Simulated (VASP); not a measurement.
A run of VASP 6.6.1 is set up as follows.

Contents of INCAR:

```
ALGO     = Normal         # electronic algorithm
EDIFF    = 1E-6           # SCF threshold, eV
ENCUT    = 520            # plane-wave cutoff, eV
GGA      = PE             # functional
ISIF     = 2              # what is computed and relaxed
ISMEAR   = 0              # smearing method
LASPH    = True           # aspherical terms in the spheres
LCHARG   = False          # write CHGCAR
LREAL    = False          # projectors in reciprocal space
LWAVE    = False          # write WAVECAR
NBANDS   = 11             # bands
NELM     = 60             # most SCF steps
PREC     = Accurate       # precision mode
SIGMA    = 0.1            # smearing width, eV
```

The input KPOINTS:

```
k-points
0
Gamma
  6 6 6
```

POSCAR

```
AlP
1.0
    1.9474287952      1.1243485392      3.1810022550
   -1.9474287952      1.1243485392      3.1810022550
    0.0000000000     -2.2486970783      3.1810022550
Al P
1 1
Direct
   -0.0000183434     -0.0000183434     -0.0000183434
    0.7500183434      0.7500183434      0.7500183434
```

Potentials or basis: VASP PAW PBE potentials, release 64 (Al, P).

Launch:

```sh
$ cat potpaw_PBE.64/Al/POTCAR potpaw_PBE.64/P/POTCAR > POTCAR
$ mpirun -np 1 vasp_std > vasp.out
```

**Question.** Estimate the pressure.

**Answer.** -0.1 GPa.

**Question.** Estimate the band gap on the k mesh.

**Answer.** 1.63 eV, indirect (least direct gap 3.08 eV).

A k mesh can miss the band edges. PBE gaps usually lie below the measured ones, often by a third to a half.
